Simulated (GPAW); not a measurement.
Runs of GPAW 26.7.0 on TiO. Symmetry: P-62m, No. 189, hexagonal system. Conventional cell: a = 4.989 Å, b = 4.989 Å, c = 2.873 Å, α = 90.00°, β = 90.00°, γ = 120.00°. Around Ti (site symmetry -62m) lie 3 O at 1.97 Å. Ti (site symmetry -6) is surrounded by 6 O at 2.10 Å. O (site symmetry m2m) has 5 Ti at 1.97 to 2.10 Å as nearest neighbours. The cell comes from a database or a generator and needn't be the stable form of this composition.

```csv
task,level,potentials or basis,k mesh,band path,band points,mesh quality,pressure (GPa),largest force (eV/Å)
band structure,LDA,"the program's PAW data sets (release 1.2.1) made for this functional, pw",4 × 4 × 6,"GMKGALHA,LM,KH",100,coarse,(a),0.05
single point,PBEsol,"PAW data sets generated in the run's folder for this functional, pw",6 × 6 × 9,-,-,not flagged,-4.5,0.01
band structure,PBEsol,"PAW data sets generated in the run's folder for this functional, pw",4 × 4 × 6,"GMKGALHA,LM,KH",100,coarse,(b),0.02
band structure,r2SCAN,"GPAW PAW data sets (gpaw-data 1.2.1), pw",4 × 4 × 6,"GMKGALHA,LM,KH",100,coarse,0.0,0.01
```

Alike in all rows: no spin polarisation; cell as given; cutoff (eV) 800; smearing fermi-dirac 0.05 eV.

Fill in the values left out.

(a) -11.2; (b) -4.4.

Caveats: some runs use coarse meshes; the PAW data sets were made with another functional, which shifts forces and pressure a little (some runs).

Not every run made on this cell is shown here.
